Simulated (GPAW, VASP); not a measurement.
This is a calculation of InPd for GPAW 26.7.0 (ASE script). The cell comes from a database or a generator and needn't be the stable form of this composition.

run.py

```python
from ase.dft.bandgap import bandgap
from ase.io import read, write
from ase.units import Bohr, GPa
from gpaw import GPAW, PW
from gpaw.elf import elf_from_dft_calculation

atoms = read('InPd.xyz')

calc = GPAW(mode=PW(600),
            xc='PBE',
            kpts={'size': (8, 8, 8), 'gamma': True},
            occupations={'name': 'methfessel-paxton', 'order': 0, 'width': 0.017},
            nbands=26,
            convergence={'density': 1e-05, 'energy': 1e-05},
            maxiter=150,
            txt='gpaw.txt')
atoms.calc = calc
energy = atoms.get_potential_energy()
forces = atoms.get_forces()
stress = atoms.get_stress()
calc.write('gs.gpw')
write('result.traj', atoms)
print(f'Energy: {energy:.6f} eV')
print('Forces (eV/A):')
print(forces.round(4))
print('Stress (GPa):', (stress / GPa).round(3))
print('Fermi level:', round(calc.get_fermi_level(), 4), 'eV')
print(f'Gap: {bandgap(calc)[0]:.4f} eV, direct: {bandgap(calc, direct=True)[0]:.4f} eV')

# fields on the real-space grid
write('density.cube', atoms, data=calc.get_pseudo_density() * Bohr**3)
write('potential.cube', atoms, data=calc.get_electrostatic_potential())
write('elf.cube', atoms, data=elf_from_dft_calculation(calc).data)
```

File InPd.xyz:

```xyz
2
Lattice="3.2718847800 0.0000000000 0.0000000000 0.0000000000 3.2718847800 0.0000000000 0.0000000000 0.0000000000 3.2718847800" Properties=species:S:1:pos:R:3 pbc="T T T"
In     0.0000000000      0.0000000000      0.0000000000
Pd     1.6359423900      1.6359423900      1.6359423900
```

Potentials or basis: GPAW PAW data sets (gpaw-data 1.2.1), pw.

The run is started by

```bash
$ OMP_NUM_THREADS=1 python run.py
```

Q: Translate it to VASP 6.6.1. Potentials or basis there: PBE PAW files In_d, Pd, 520 eV.

A: As run (cutoffs and basis follow the program's own potentials, and thresholds, step limits or extra output files can differ):

File INCAR:

```
PREC     = Accurate       # precision mode
ENCUT    = 520            # plane-wave cutoff, eV
EDIFF    = 1E-7           # SCF threshold, eV
ISMEAR   = 0              # smearing method
SIGMA    = 0.017          # smearing width, eV
LREAL    = F              # projectors in reciprocal space
LASPH    = T              # aspherical terms in the spheres
NELM     = 100            # most SCF steps
ALGO     = Fast           # electronic algorithm
ISIF     = 2              # what is computed and relaxed
LWAVE    = F              # write WAVECAR
LCHARG   = F              # write CHGCAR
GGA      = PE             # functional
```

File KPOINTS:

```
Automatic mesh
0
Gamma
  8 8 8
```

POSCAR

```
InPd
1.0
    3.2718847800      0.0000000000      0.0000000000
    0.0000000000      3.2718847800      0.0000000000
    0.0000000000      0.0000000000      3.2718847800
In Pd
1 1
Direct
    0.0000000000      0.0000000000      0.0000000000
    0.5000000000      0.5000000000      0.5000000000
```

Potentials or basis: VASP PAW PBE potentials, release 64 (In_d, Pd).

The run is started by

```sh
$ cat potpaw_PBE.64/In_d/POTCAR potpaw_PBE.64/Pd/POTCAR > POTCAR
$ mpirun -np 1 vasp_std > vasp.out
```

Both were run:

|  | GPAW | VASP |
| --- | --- | --- |
| Pressure | 3.3 GPa | 3.7 GPa |

The potentials hold 29 and 23 valence electrons a cell.

Pressure is positive in compression.
